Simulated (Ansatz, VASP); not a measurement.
**Two plane-wave programs on GaSb3**

```
CELL_PARAMETERS angstrom
0.00000 3.62200 3.62200
3.62200 0.00000 3.62200
3.62200 3.62200 0.00000
ATOMIC_POSITIONS crystal
Ga 0.00000 0.00000 0.00000
Sb 0.25000 0.25000 0.25000
Sb 0.75000 0.75000 0.75000
Sb 0.50000 0.50000 0.50000
```

The cell comes from a database or a generator and needn't be the stable form of this composition.

Alike in both runs: task single point; functional LDA; k mesh 10 × 10 × 10; occupations gaussian, width 0.15 eV; no spin polarisation.

|  | VASP | Ansatz |
| --- | --- | --- |
| version | VASP 6.6.1 | Ansatz 0.2.0 |
| potentials or method | VASP PAW LDA potentials, release 64 (Ga_d, Sb) | scalar-relativistic, plane waves, PAW |
| plane-wave cutoff (eV) | 520 | 420 |
| valence electrons in the cell | 28 | 58 |

|  | VASP | Ansatz | Ansatz less VASP |
| --- | --- | --- | --- |
| gap on the k mesh at the Fermi level (eV) | none | none | - |
| pressure (GPa) | 0.1 | 0.0 | -0.12 |

A gap of «none» marks a metal or a gap that the smearing closes. The two sets of potentials don't hold the same shells in valence. Ansatz warned: «pseudo_functional_mismatch».

Spin-orbit coupling is left out, which matters for the levels of Sb.
